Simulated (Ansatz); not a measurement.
C:

```
C
1.0
     2.52210    0.00000    0.00000
    -1.26105    2.18420    0.00000
     0.00000    0.00000    8.23710
C
8
Direct
  0.66667 0.33333 0.84375
  0.33333 0.66667 0.34375
  0.66667 0.33333 0.65625
  0.33333 0.66667 0.15625
  0.00000 0.00000 0.90625
  0.00000 0.00000 0.40625
  0.00000 0.00000 0.59375
  0.00000 0.00000 0.09375
```

This is a hexagonal form of diamond, not graphite.

Base run:

```yaml
Program: Ansatz 0.2.0
Functional: PBE
Potentials_or_basis: Ansatz PAW
Cutoff: "420 eV (not typed: the program's choice for these potentials)"
k_mesh: 12 × 12 × 4
Occupations: fermi-dirac, width 0.05 eV
Spin: no spin polarisation
```

Its results: band gap on the k mesh 4.42 eV, indirect (least direct gap 5.19 eV); pressure 2.3 GPa; largest force 0.329 eV/Å.

Task: The run is repeated on the same cell with these changes: functional from PBE to r2SCAN; cutoff from 420 eV (not typed: the program's choice for these potentials) to 500 eV (not typed: the program's choice for these potentials). What comes out?

Result: Band gap on the k mesh 4.64 eV, indirect (least direct gap 5.45 eV); pressure -1.9 GPa; largest force 0.359 eV/Å.

r2SCAN gives the wider gap, since meta-GGAs in the generalised Kohn-Sham scheme recover part of the derivative discontinuity.

Caveats: the PAW data sets come from PBE, with cores solved anew for the run's functional, which leaves a small shift of forces and pressure (some runs).
